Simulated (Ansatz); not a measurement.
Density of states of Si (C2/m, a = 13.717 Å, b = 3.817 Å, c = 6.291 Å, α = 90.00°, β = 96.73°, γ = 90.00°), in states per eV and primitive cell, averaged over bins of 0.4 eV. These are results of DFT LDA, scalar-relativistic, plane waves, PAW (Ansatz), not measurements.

Cutoff 420 eV; k points 10×10×6 on the computed 8-atom cell (Γ-centred); Gaussian smearing, width 0.01 eV; no spin polarisation.

The cell is relaxed at this level. The states (both spins) are summed by tetrahedra on a 15×15×9 mesh at the self-consistent density. Energies are bin centres; the table starts no lower than −8 eV and ends at 6 eV, or lower where the solved bands end.

The gap is 0.13 eV at this level, with the zero inside it.

```
E − E_F (eV) total Si 3p Si 3s
       -7.85   2.01   0.90   1.10
       -7.45   1.76   0.85   0.90
       -7.05   2.62   1.39   1.21
       -6.65   2.28   1.25   1.01
       -6.25   1.99   1.15   0.83
       -5.85   1.54   0.91   0.62
       -5.45   2.07   1.40   0.65
       -5.05   2.85   2.12   0.70
       -4.65   3.43   2.83   0.58
       -4.25   2.99   2.59   0.38
       -3.85   3.09   2.75   0.31
       -3.45   4.07   3.71   0.31
       -3.05   5.41   5.02   0.34
       -2.65   5.33   4.99   0.28
       -2.25   5.45   5.13   0.24
       -1.85   5.35   5.07   0.20
       -1.45   3.94   3.76   0.11
       -1.05   2.18   2.09   0.05
       -0.65   0.97   0.93   0.02
       -0.25   0.12   0.12   0.00
        0.15   0.13   0.08   0.04
        0.55   1.02   0.59   0.30
        0.95   2.74   1.62   0.77
        1.35   4.38   2.52   1.22
        1.75   4.88   2.94   1.13
        2.15   5.32   3.28   1.06
        2.55   5.73   3.61   1.00
        2.95   6.05   3.83   0.91
        3.35   5.44   3.40   0.73
        3.75   5.40   3.29   0.63
        4.15   4.81   2.79   0.57
        4.55   4.73   2.59   0.54
        4.95   5.00   2.61   0.51
        5.35   5.16   2.53   0.53
        5.75   4.53   2.08   0.45
```

The columns after the total are the Löwdin projections on the occupied valence shells of the potentials. The rest of the total lies in shells that are empty in the free atom, which aren't projected, and between the atoms.

This form isn't the element's structure at ambient conditions.

Cost: 1 run of about 4.8 core-minutes, on Oxide Virtual Turin-like Processor (Zen 5) (shared hosts).